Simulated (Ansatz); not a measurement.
Write the native input for Ansatz 0.2.0 that does the following.

```yaml
Task: relaxation of cell and atoms
Functional: PBEsol
Potentials_or_basis: Ansatz PAW
Cutoff: "420 eV (not typed: the program's choice for these potentials)"
k_mesh: 10 × 10 × 6
Occupations: fermi-dirac, width 0.05 eV
Spin: no spin polarisation
Target_pressure: 10 GPa
Target_pressure_GPa: 10
```

CuO:

```
Cu O
1.0
     3.17953    0.00000    0.00000
    -1.58977    2.75356    0.00000
     0.00000    0.00000    4.43149
Cu O
2 2
Cartesian
  0.0000 0.0000 0.0000
  0.0000 0.0000 2.2157
  0.0000 1.8357 1.1079
  1.5898 0.9179 3.3236
```

Measurements of this composition are mostly on another form, of space group No. 15.

One way to write it, as run:

input.yaml

```yaml
crystal:
  lattice:
    - [3.1795331, 0.0, 0.0]
    - [-1.58976655, 2.75355644, 0.0]
    - [0.0, 0.0, 4.43149073]
  atoms:
    - { symbol: Cu, position: [0.0, 0.0, 0.0] }
    - { symbol: Cu, position: [0.0, 0.0, 0.5] }
    - { symbol: O, position: [0.3333333333, 0.6666666667, 0.25] }
    - { symbol: O, position: [0.6666666667, 0.3333333333, 0.75] }
hamiltonian:
  xc: pbesol
  pseudopotentials: { kind: paw }
kpoints:
  mp_grid: { grid: [10, 10, 6] }
scf:
  occupations: { method: fermi_dirac, width: 0.05 }
output:
  forces: true
  stress: true
  eigenvalues: true
  write_density: true
  write_potential: true
  elf: true
  volumetric_format: npy
relax:
  f_tol: 0.01
  max_steps: 40
  cell: { stress_tol: 0.05, p_target: 10.0 }
```

Potentials or basis: Ansatz PAW.

The run is started by

```console
$ ansatz run input.yaml --threads 2 --pin off --max-ram 5632MiB --backend cpu --events-out ev --progress --plain --runs-dir out
```

Results of the run:

* Relaxed volume: 8.81 Å³/atom
* Relaxed cell: a = 2.858 Å, b = 2.858 Å, c = 4.984 Å, α = 90.00°, β = 90.00°, γ = 120.00°
* Space group after relaxing (to 0.05 Å): P6_3/mmc (No. 194)
* Energy change on relaxing (the enthalpy is what falls): -168.8 meV/atom
* Ionic steps: 12
* Pressure after relaxing: 10.0 GPa
* Band gap on the k mesh: none (metal or under the smearing width)

Caveat: the plane-wave basis is chosen anew once the cell has moved, so the energies of steps on either side of that aren't comparable; the pressure holds a Pulay correction of +0.9 GPa for the finite cutoff; the run has no spin polarisation, though such a crystal can be magnetic; semilocal functionals often make such compounds metallic where correlation or magnetic order opens a gap, which also shifts bond lengths; the PAW data sets come from PBE, with cores solved anew for the run's functional, which leaves a small shift of forces and pressure.

Run time: 24 s on 2 threads of Arm Neoverse V1, with other jobs on the host, peak memory 0.37 GiB.
